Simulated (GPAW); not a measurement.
A run of GPAW 26.7.0 is set up as follows.

File run.py:

```python
from ase.dft.bandgap import bandgap
from ase.io import write
from ase.spacegroup import crystal
from ase.units import GPa
from gpaw import GPAW, PW

# Al 2b
# N 2b
atoms = crystal(['Al', 'N'],
                basis=[[0.6666666667, 0.3333333333, 0.5],
                       [0.6666666667, 0.3333333333, 0.88]],
                spacegroup=186, setting=1,  # P6_3mc
                cellpar=[3.113, 3.113, 4.981, 90.0, 90.0, 120.0],
                primitive_cell=True)

calc = GPAW(mode=PW(800),
            xc='LDA',
            kpts={'size': (7, 7, 4), 'gamma': True},
            occupations={'name': 'fermi-dirac', 'width': 0.05},
            nbands=18,
            convergence={'density': 1e-05, 'energy': 1e-05},
            maxiter=150,
            txt='gpaw.txt')
atoms.calc = calc
energy = atoms.get_potential_energy()
forces = atoms.get_forces()
stress = atoms.get_stress()
calc.write('gs.gpw')
write('result.traj', atoms)
print(f'Energy: {energy:.6f} eV')
print('Forces (eV/A):')
print(forces.round(4))
print('Stress (GPa):', (stress / GPa).round(3))
print('Fermi level:', round(calc.get_fermi_level(), 4), 'eV')
print(f'Gap: {bandgap(calc)[0]:.4f} eV, direct: {bandgap(calc, direct=True)[0]:.4f} eV')

path = atoms.cell.bandpath('GMKGALHA,LM,KH', npoints=100, eps=1e-4)
bs_calc = calc.fixed_density(kpts=path, symmetry='off', nbands=29,
                             convergence={'bands': 'CBM+6.0', 'eigenstates': 1e-6}, txt='bands.txt')
bs = bs_calc.band_structure()
bs.write('bs.json')
print(f'Gap on the path: {bandgap(bs_calc)[0]:.4f} eV')
```

Potentials or basis: the program's PAW data sets (release 1.2.1) made for this functional, pw.

Run with:

```sh
$ OMP_NUM_THREADS=1 python run.py
```

(1) Estimate the largest force.

(2) What does it give for the band gap on the k mesh?

(3) What does it give for the pressure?

Results:

(1) 0.120 eV/Å.

(2) 4.28 eV, direct.

(3) -3.9 GPa.

**The experiment to reproduce.**

From “Self-assembly of well-separated AlN nanowires directly on sputtered metallic TiN films”, 2019, arxiv:1910.07391, for a bulk crystal of AlN at 10 K: band gap 6.034 eV (an exciton energy, a little under the gap).

Against the measured gap of AlN, 6.034 eV (an exciton energy, a little under the gap; 10 K; quoted in “Self-assembly of well-separated AlN nanowires directly on sputtered metallic TiN films”, 2019, arxiv:1910.07391), the calculated 4.28 eV is off by -1.76 eV. 2 values of this kind are on record (6.034 to 6.0343 eV); this one was drawn at random. The value is that of LDA, without temperature or zero-point motion. Semilocal functionals fall short of measured gaps as a rule.
